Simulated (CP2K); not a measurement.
Crystal: Si2W.

```
W Si
1.0
     4.52671    0.00000    0.00000
     2.24503    3.93077    0.00000
    -3.38587   -1.96538    2.27250
W Si
1 2
Direct
  0.00000 0.00000 0.00000
  0.66530 0.66530 0.00000
  0.33470 0.33470 0.00000
```

Base run:

```yaml
Program: CP2K 2026.2
Functional: PBE
Dispersion: rVV10
Potentials_or_basis: POTENTIAL_UZH W GTH-PBE-q14, Si GTH-PBE-q4; TZVP-MOLOPT-PBE-GTH basis
Density_cutoff: 6123 eV
k_mesh: 12 × 12 × 12
Occupations: fermi-dirac, width 0.05 eV
Spin: no spin polarisation
```

Its results: band gap on the k mesh none (metal or under the smearing width); pressure 2.0 GPa; largest force 0.069 eV/Å.

After a change of settings the same cell gave: band gap on the k mesh none (metal or under the smearing width); pressure -2.4 GPa; largest force 0.061 eV/Å. Which change was it?
A. dispersion from rVV10 to D3
B. dispersion from rVV10 to D4
C. dispersion from rVV10 to D3(BJ)+ATM
D. dispersion from rVV10 to D3(BJ)

A.

Caveats: the basis of atomic orbitals isn't converged, which shifts pressures, moduli and gaps; pairwise dispersion overbinds metals, which lowers pressure and volume.
